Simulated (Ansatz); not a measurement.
Runs of Ansatz 0.2.0 on TiAl3. It takes space group I4/mmm (No. 139, tetragonal). The conventional cell has a = 3.822 Å, b = 3.822 Å, c = 8.561 Å, α = 90.00°, β = 90.00°, γ = 90.00°. Around Ti (site symmetry 4/mmm) lie 12 Al at 2.70 to 2.87 Å. Al (site symmetry -4m2) has 8 Al at 2.70 to 2.87 Å and 4 Ti at 2.87 Å as nearest neighbours. Al (site symmetry 4/mmm) has 4 Ti at 2.70 Å and 8 Al at 2.87 Å as nearest neighbours. The cell comes from a database or a generator and needn't be the stable form of this composition.

| task | level | cell | k mesh | cutoff (eV) | points for each segment of the path | mesh quality | gap on the mesh (eV) | pressure (GPa) | relaxed volume (Å³/atom) |
| --- | --- | --- | --- | --- | --- | --- | --- | --- | --- |
| relaxation of cell and atoms | PBEsol+D3(BJ) | relaxed | 10 × 10 × 10 | 420 | - | not flagged | none | 0.0 | 14.99 |
| band structure | PBEsol | as given | 6 × 6 × 6 | 420 | 14 | coarse | none | (a) | - |
| band structure | r2SCAN | as given | 6 × 6 × 6 | 500 | 14 | coarse | none | (b) | - |
| band structure | RPBE | as given | 6 × 6 × 6 | 420 | 14 | coarse | none | 4.5 | - |
| relaxation of cell and atoms | PBEsol+D4 | relaxed | 10 × 10 × 10 | 420 | - | not flagged | none | 0.0 | 15.31 |

Alike in all rows: potentials or basis Ansatz PAW; no spin polarisation; smearing fermi-dirac 0.05 eV.

Problem. Estimate the missing entries.

Solution. (a) -0.5; (b) 0.1.

Caveats: some runs use coarse meshes; the PAW data sets come from PBE, with cores solved anew for the run's functional, which leaves a small shift of forces and pressure; the plane-wave basis is chosen anew once the cell has moved, so the energies of steps on either side of that aren't comparable (some runs); pairwise dispersion overbinds metals, which lowers pressure and volume (some runs).

A gap of «none» marks a metal or a gap under the smearing width.
